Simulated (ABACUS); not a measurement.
# In (Im-3m) in ABACUS: equation of state, part 2 of 2

ABACUS 3.10.1. The steps go on from the part before.

## 3. Equation of state, PBE, 25.62 Å³/atom (volume scaled by 0.96)

INPUT reads:

```
INPUT_PARAMETERS
suffix              In
calculation         scf
basis_type          pw
pseudo_dir          ./
symmetry            1
dft_functional      pbe
ecutwfc             71
pseudo_rcut         10
nspin               1
nbands              11
ks_solver           dav
smearing_method     fd
smearing_sigma      0.00367493
scf_thr             1e-08
scf_nmax            100
mixing_type         broyden
mixing_beta         0.7
cal_force           1
cal_stress          1
kpar                4
```

STRU reads:

```
ATOMIC_SPECIES
In 114.8180 In.upf

LATTICE_CONSTANT
1.8897261246

LATTICE_VECTORS
-1.8570825908 1.8570825908 1.8570825908
1.8570825908 -1.8570825908 1.8570825908
1.8570825908 1.8570825908 -1.8570825908

ATOMIC_POSITIONS
Direct

In
0.0
1
0.0000000000 0.0000000000 0.0000000000 1 1 1
```

KPT reads:

```
K_POINTS
0
Gamma
10 10 10 0 0 0
```

Potentials or basis: PseudoDojo NC SR 0.4.1 PBE standard, plane waves.

Command:

```sh
$ OMP_NUM_THREADS=1 mpirun -np 4 abacus > log
```

running log:

```text
ABACUS v3.10.1

               Atomic-orbital Based Ab-initio Computation at UStc

 ------------------------------------------------------------------------------------

 READING GENERAL INFORMATION
                           global_out_dir = OUT.In/
                           global_in_card = INPUT
                               pseudo_dir = ./
                              orbital_dir =
                                    DSIZE = 4
                                    GSIZE = 1

 READING UNITCELL INFORMATION
                                    ntype = 1
                  lattice constant (Bohr) = 1.88973
              lattice constant (Angstrom) = 1

 READING ATOM TYPE 1
                               atom label = In
                      L=0, number of zeta = 1
                      L=1, number of zeta = 1
                      L=2, number of zeta = 1
             number of atom for this type = 1

                        TOTAL ATOM NUMBER = 1
DIRECT COORDINATES
    atom                   x                   y                   z     mag                  vx                  vy                  vz
taud_In1            0.0000000000        0.0000000000        0.0000000000  0.0000        0.0000000000        0.0000000000        0.0000000000

                          Volume (Bohr^3) = 172.882
                             Volume (A^3) = 25.6185

 Lattice vectors: (Cartesian coordinate: in unit of a_0)
             -1.85708            +1.85708            +1.85708
             +1.85708            -1.85708            +1.85708
             +1.85708            +1.85708            -1.85708
 Reciprocal vectors: (Cartesian coordinate: in unit of 2 pi/a_0)
                   +0            +0.26924            +0.26924
             +0.26924                  +0            +0.26924
             +0.26924            +0.26924                  +0
 The esolver type has been set to : ksdft_pw

                PAO radial cut off (Bohr) = 10

 Read in pseudopotential file is In.upf
                     pseudopotential type = NC
          exchange-correlation functional = PBE
                 nonlocal core correction = 1
[... 188 lines left out ...]
 hsover_error=0.13 > DRHO=0.00628212
 Origin diag ethr = 0.01
 New diag ethr = 4.8324e-05

 Density error is 0.00644128679941
                          Error Threshold = 4.83240196773e-05
----------------------------------------------------------
     Energy           Rydberg                 eV
----------------------------------------------------------
 E_KohnSham     -132.9017170396      -1808.2206257218
 E_Harris       -133.5419966852      -1816.9320772159
 E_Fermi        0.8001020535         10.8859469092
----------------------------------------------------------
[... 63 lines left out ...]
 Density error is 6.11601631137e-10
                          Error Threshold = 7.91167743632e-11
----------------------------------------------------------
     Energy           Rydberg                 eV
----------------------------------------------------------
 E_KohnSham     -132.9031121067      -1808.2396065834
 E_KS(sigma->0) -132.9029236476      -1808.2370424661
 E_Harris       -132.9030192759      -1808.2383435563
 E_band         -1.2078489915        -16.4336286086
 E_one_elec     -32.3297781451       -439.8691978498
 E_Hartree      27.1385527315        369.2389526216
 E_xc           -40.0847931874       -545.3815904997
 E_Ewald        -87.6267165875       -1192.2226426207
 E_entropy(-TS) -0.0003769182        -0.0051282346
 E_descf        0.0000000000         0.0000000000
 E_exx          0.0000000000         0.0000000000
 E_Fermi        0.7927578126         10.7860233854
----------------------------------------------------------

 charge density convergence is achieved
 final etot is -1808.2396066 eV
 EFERMI = 10.786023385 eV

 STATE ENERGY(eV) AND OCCUPATIONS    NSPIN == 1
 1/12 kpoint (Cartesian) = 0.0000 0.0000 0.0000 (1745 pws)
       1       -3.89469     0.00200000
       2       -3.89469     0.00200000
       3       -3.89469     0.00200000
       4       -3.60290     0.00200000
       5       -3.60290     0.00200000
       6        1.15651     0.00200000
       7        22.1777        0.00000
       8        22.1777        0.00000
       9        22.1777        0.00000
      10        24.1771        0.00000
      11        24.1771        0.00000
[... 53 lines left out ...]
 6/12 kpoint (Cartesian) = 0.13462 0.13462 0.26924 (1766 pws)
       1       -4.01338      0.0120000
       2       -3.94085      0.0120000
       3       -3.61862      0.0120000
       4       -3.60456      0.0120000
       5       -3.41983      0.0120000
       6        6.92024      0.0120000
       7        7.56645      0.0120000
       8        16.8893    1.16571e-55
       9        18.3149    4.83702e-68
      10        21.0665        0.00000
      11        21.1879        0.00000

[... levels at 6 further k points ...]

------------------------------------------------------------------------------------------
 TOTAL-FORCE (eV/Angstrom)
------------------------------------------------------------------------------------------
                       In1         0.0000000000         0.0000000000         0.0000000000
------------------------------------------------------------------------------------------

----------------------------------------------------------------
 TOTAL-STRESS (KBAR)
----------------------------------------------------------------
        32.9501390502        -0.0000000000        -0.0000000000
        -0.0000000000        32.9501390502         0.0000000000
         0.0000000000         0.0000000000        32.9501390502
----------------------------------------------------------------
 TOTAL-PRESSURE: 32.950139 KBAR

 --------------------------------------------
 !FINAL_ETOT_IS -1808.2396065833793273 eV
 --------------------------------------------
```

Run time: 3.8 s. Hardware: 4 MPI ranks of Intel Xeon 6975P-C (Granite Rapids), shared host; peak memory 0.24 GiB.

What came out:

```yaml
Free_energy: -1808.2396 eV
Pressure: 3.3 GPa
Band_gap_on_the_k_mesh: none (metal or under the smearing width)
```

## 4. Equation of state, PBE, 26.15 Å³/atom (volume scaled by 0.98)

INPUT is that of step 3.

STRU reads:

```
ATOMIC_SPECIES
In 114.8180 In.upf

LATTICE_CONSTANT
1.8897261246

LATTICE_VECTORS
-1.8698904617 1.8698904617 1.8698904617
1.8698904617 -1.8698904617 1.8698904617
1.8698904617 1.8698904617 -1.8698904617

ATOMIC_POSITIONS
Direct

In
0.0
1
0.0000000000 0.0000000000 0.0000000000 1 1 1
```

KPT is that of step 3.

Command:

```sh
$ OMP_NUM_THREADS=1 mpirun -np 4 abacus > log
```

Run time: 4.2 s. Hardware: 4 MPI ranks of Intel Xeon 6975P-C (Granite Rapids), shared host; peak memory 0.24 GiB.

It converged, with:

```
Free energy            : -1808.2489 eV
Pressure               : 2.4 GPa
Band gap on the k mesh : none (metal or under the smearing width)
```

## 5. Equation of state, PBE, 26.69 Å³/atom

INPUT is that of step 4.

STRU reads:

```
ATOMIC_SPECIES
In 114.8180 In.upf

LATTICE_CONSTANT
1.8897261246

LATTICE_VECTORS
-1.8825252400 1.8825252400 1.8825252400
1.8825252400 -1.8825252400 1.8825252400
1.8825252400 1.8825252400 -1.8825252400

ATOMIC_POSITIONS
Direct

In
0.0
1
0.0000000000 0.0000000000 0.0000000000 1 1 1
```

KPT is that of step 4.

Command:

```sh
$ OMP_NUM_THREADS=1 mpirun -np 4 abacus > log
```

Run time: 3.5 s. Hardware: 4 MPI ranks of Intel Xeon 6975P-C (Granite Rapids), shared host; peak memory 0.24 GiB.

Results (log left out):

```yaml
Free_energy: -1808.2552 eV
Pressure: 1.5 GPa
Band_gap_on_the_k_mesh: none (metal or under the smearing width)
```

## 6. Equation of state, PBE, 27.22 Å³/atom (volume scaled by 1.02)

INPUT is that of step 5.

STRU reads:

```
ATOMIC_SPECIES
In 114.8180 In.upf

LATTICE_CONSTANT
1.8897261246

LATTICE_VECTORS
-1.8949926579 1.8949926579 1.8949926579
1.8949926579 -1.8949926579 1.8949926579
1.8949926579 1.8949926579 -1.8949926579

ATOMIC_POSITIONS
Direct

In
0.0
1
0.0000000000 0.0000000000 0.0000000000 1 1 1
```

KPT is that of step 5.

Potentials or basis: PseudoDojo NC SR 0.4.1 PBE standard, plane waves.

Command:

```sh
$ OMP_NUM_THREADS=1 mpirun -np 4 abacus > log
```

Wall time 3.2 s (4 MPI ranks of Intel Xeon 6975P-C (Granite Rapids), shared host); peak memory 0.24 GiB.

The run converged. Its results:

```yaml
Free_energy: -1808.2588 eV
Pressure: 0.7 GPa
Band_gap_on_the_k_mesh: none (metal or under the smearing width)
```

## 7. Equation of state, PBE, 27.75 Å³/atom (volume scaled by 1.04)

INPUT is that of step 6.

STRU reads:

```
ATOMIC_SPECIES
In 114.8180 In.upf

LATTICE_CONSTANT
1.8897261246

LATTICE_VECTORS
-1.9072981498 1.9072981498 1.9072981498
1.9072981498 -1.9072981498 1.9072981498
1.9072981498 1.9072981498 -1.9072981498

ATOMIC_POSITIONS
Direct

In
0.0
1
0.0000000000 0.0000000000 0.0000000000 1 1 1
```

KPT is that of step 6.

Command:

```sh
$ OMP_NUM_THREADS=1 mpirun -np 4 abacus > log
```

It took 3.1 s on 4 MPI ranks of Intel Xeon 6975P-C (Granite Rapids), shared host; peak memory 0.24 GiB.

Results (log left out):

| Property | Result |
| --- | --- |
| Free energy | -1808.2600 eV |
| Pressure | 0.0 GPa |
| Band gap on the k mesh | none (metal or under the smearing width) |

## 8. Equation of state, PBE, 28.29 Å³/atom (volume scaled by 1.06)

INPUT is that of step 7.

STRU reads:

```
ATOMIC_SPECIES
In 114.8180 In.upf

LATTICE_CONSTANT
1.8897261246

LATTICE_VECTORS
-1.9194468732 1.9194468732 1.9194468732
1.9194468732 -1.9194468732 1.9194468732
1.9194468732 1.9194468732 -1.9194468732

ATOMIC_POSITIONS
Direct

In
0.0
1
0.0000000000 0.0000000000 0.0000000000 1 1 1
```

KPT is that of step 7.

Command:

```sh
$ OMP_NUM_THREADS=1 mpirun -np 4 abacus > log
```

It took 3.2 s on 4 MPI ranks of Intel Xeon 6975P-C (Granite Rapids), shared host; peak memory 0.24 GiB.

The run converged. Its results:

```
Free energy            : -1808.2590 eV
Pressure               : -0.6 GPa
Band gap on the k mesh : none (metal or under the smearing width)
```

## 9. Equation of state, PBE

Potentials or basis: PseudoDojo NC SR 0.4.1 PBE standard, plane waves.

This step only gathers the single runs of the series.

Results:

- Equilibrium volume: 27.77 Å³/atom
- Bulk modulus: 34 GPa
- Pressure derivative of the bulk modulus: 4.8

Energy against volume, from the lowest point:
| volume (Å³/atom) | energy (meV/atom) |
| --- | --- |
| 25.085 | 33.14 |
| 25.618 | 20.40 |
| 26.152 | 11.08 |
| 26.686 | 4.79 |
| 27.220 | 1.19 |
| 27.753 | 0.00 |
| 28.287 | 0.99 |
